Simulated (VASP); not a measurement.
Wanted: the native input for a VASP 6.6.1 run.

```
Task                   : Born charges and dielectric tensor
Functional             : LDA
Potentials or basis    : VASP PAW LDA potentials, release 64 (Al, N)
Cutoff                 : 600 eV
k mesh                 : 3 × 3 × 2
Occupations            : gaussian, width 0.02 eV
Spin                   : no spin polarisation
Further INCAR settings : ALGO = Normal; EDIFF = 1e-08; IBRION = 8; NSW = 1
```

The structure of AlN lies in POSCAR:

```
AlN
1.0
    3.2790000000      0.0000000000      0.0000000000
   -1.6395000000      2.8397000000      0.0000000000
    0.0000000000      0.0000000000      4.1017000000
Al N
2 2
Direct
    0.3333300000      0.6666700000      0.7500000000
    0.6666700000      0.3333300000      0.2500000000
    0.3333300000      0.6666700000      0.2500000000
    0.6666700000      0.3333300000      0.7500000000
```

Measurements of this composition are mostly on another form, of space group No. 186.

The input as run:

INCAR

```
ALGO     = Normal         # electronic algorithm
EDIFF    = 1E-8           # SCF threshold, eV
ENCUT    = 600            # plane-wave cutoff, eV
GGA      = CA             # functional
IBRION   = 8              # ionic algorithm
ISIF     = 2              # what is computed and relaxed
ISMEAR   = 0              # smearing method
LASPH    = T              # aspherical terms in the spheres
LCHARG   = F              # write CHGCAR
LEPSILON = T              # dielectric tensor by DFPT
LREAL    = F              # projectors in reciprocal space
LWAVE    = F              # write WAVECAR
NELM     = 60             # most SCF steps
NSW      = 1              # ionic steps
PREC     = Accurate       # precision mode
SIGMA    = 0.02           # smearing width, eV
```

KPOINTS

```
k-points
0
Gamma
  3 3 2
```

Potentials or basis: VASP PAW LDA potentials, release 64 (Al, N).

Launch:

```sh
$ cat potpaw_LDA.64/Al/POTCAR potpaw_LDA.64/N/POTCAR > POTCAR
$ mpirun -np 1 vasp_std > vasp.out
```

It gave:

```yaml
Band_gap_on_the_k_mesh: 3.61 eV, direct
Electronic_dielectric_tensor_diagonal: 4.85, 4.85, 5.20
Born_charges_mean_of_the_diagonal: Al +2.74; N -2.74 e
Highest_phonon_frequency_at_Γ_LO-TO_splitting_left_out: 707 cm⁻¹
```

Caveat: the k mesh is coarse (spacing up to 0.77 Å⁻¹), so the values aren't converged.

Run time: 46 s on 1 thread of Intel(R) Xeon(R) Platinum 8559C (Emerald Rapids), with other jobs on the host, peak memory 0.17 GiB.
